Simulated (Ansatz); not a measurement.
Predict the output of the script below (Ansatz 0.2.0 through its Python package).

Contents of `POSCAR_k2s`:
```text
K2S
1.0
   0.00000000    3.69550000    3.69550000
   3.69550000    0.00000000    3.69550000
   3.69550000    3.69550000    0.00000000
K S
2 1
Direct
   0.25000000    0.25000000    0.25000000
   0.75000000    0.75000000    0.75000000
   0.00000000    0.00000000    0.00000000
```

`bands.py`:
```python
import warnings

import ansatz as az
from ase.io import read
import numpy as np


def main() -> None:
    warnings.simplefilter("ignore", az.DeckWarning)

    atoms = read("POSCAR_k2s", format="vasp")
    structure = az.Crystal.from_ase(atoms)

    path = [
        ("G", (0.0, 0.0, 0.0)),
        ("X", (0.5, 0.0, 0.5)),
        ("U", (0.625, 0.25, 0.625)),
    ]
    model = structure.calculation()
    model = model.functional(exchange="pbesol", correlation="pbe")
    model = model.basis(28 * az.Ry, xc_grid=1)
    model = model.kpoints(4)
    model = model.occupations("Fixed").mixing("msr1")
    model = model.scf(max_iterations=100, extra_bands=8)
    model = model.band_structure([point for _, point in path], intervals=4)
    model = model.potential()
    def show(event):
        row = event["data"]
        if event["event"] == "scf_iter" and row.get("free_energy_ev") is not None:
            print(f"  iteration {row['iter']:3d}  F = {row['free_energy_ev']:.6f} eV  residual {row['dr2_ev']:.2e}")


    result = model.session().plan().execute(on_event=show)
    r = result.report

    energy = r["free_energy_ev"]
    print("K2S: {:.6f} eV = {:.6f} Ry = {:.6f} Ha".format(energy, energy / 13.605693, energy / 27.211386))
    print("Fermi level {:.4f} eV, {} k-points, {} symmetry operations".format(r["fermi_energy_ev"], r["n_kpoints"], r["n_symmetry_ops"]))

    v = result.potential()
    line = v.v_es_ev.mean(axis=(0, 1))
    print("planar mean of the electrostatic potential along the third grid axis (eV):")
    print(np.round(line[:: max(len(line) // 12, 1)], 3))

    bands = result.band_structure()
    fermi = bands.fermi_energy_ev
    for spin, channel in enumerate(bands.channels):
        print("channel", spin, "- levels within 6 eV of the Fermi level")
        for i, (label, _) in enumerate(path):
            levels = channel.eigenvalues_ev[i * 4] - fermi
            print(f"  {label:3s}", " ".join(f"{e:7.3f}" for e in levels if abs(e) < 6))


if __name__ == "__main__":
    main()
```

`python bands.py` gives:
```text
  iteration   6  F = -3910.906290 eV  residual 2.07e-09
K2S: -3910.906290 eV = -287.446313 Ry = -143.723157 Ha
Fermi level 2.6248 eV, 8 k-points, 48 symmetry operations
planar mean of the electrostatic potential along the third grid axis (eV):
[1.621 1.317 1.377 1.597 2.435 4.045 4.775 4.045 2.435 1.597 1.377 1.317]
channel 0 - levels within 6 eV of the Fermi level
  G    -0.204  -0.204  -0.204   2.338   5.447   5.447
  X    -0.764   0.000   0.000   3.453   5.271
  U    -0.564  -0.212  -0.016   3.679   5.442
```

Caveats:
- The settings weren't tested for convergence.
- The cutoff lies under the one recommended for these potentials.
- The Fermi level of a run with fixed occupations marks the highest occupied state on its mesh, not mid-gap.
- Only differences from the Fermi energy are physical; the zero of the scale is a convention.
- The structure is a deposited one; some such entries were measured under pressure or heat, so a shift against it needn't be the functional's error alone.
- Gaps and levels are Kohn-Sham values on a finite set of k-points.
- The script silences the warnings on its input, which a real study should read.

(Lines on the test bed's own set-up are left out of the output.)
